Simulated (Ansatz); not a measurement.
PbS (Galena):

```
Pb S
1.0
     0.00000    2.96575    2.96575
     2.96575    0.00000    2.96575
     2.96575    2.96575    0.00000
Pb S
1 1
Direct
  0.00000 0.00000 0.00000
  0.50000 0.50000 0.50000
```

```yaml
Program: Ansatz 0.2.0
Task: relaxation of cell and atoms
Functional: RPBE
Potentials_or_basis: Ansatz PAW
Cutoff: "420 eV (not typed: the program's choice for these potentials)"
k_mesh: 8 × 8 × 8
Occupations: fermi-dirac, width 0.05 eV
Spin: no spin polarisation
```

At the start: volume 26.09 Å³/atom.

Problem. Where does the relaxation end?

Solution. It ends after 5 steps and the volume is 28.12 Å³/atom (+7.8 %); space group Fm-3m (No. 225, to 0.05 Å).

Step by step:
```csv
step,energy change (eV),largest force (eV/Å),volume (Å³)
1,0.0000,0.0000,52.17
2,-0.0383,0.0000,58.41
3,-0.0495,0.0000,56.52
4,-0.0497,0.0000,56.25
5,-0.0501,0.0000,56.25
```

Final structure:
```
CELL_PARAMETERS angstrom
0.00000 3.04106 3.04106
3.04106 0.00000 3.04106
3.04106 3.04106 0.00000
ATOMIC_POSITIONS crystal
Pb 0.00000 0.00000 0.00000
S 0.50000 0.50000 0.50000
```

Caveat: the plane-wave basis is chosen anew once the cell has moved, so the energies of steps on either side of that aren't comparable; the PAW data sets come from PBE, with cores solved anew for the run's functional, which leaves a small shift of forces and pressure.
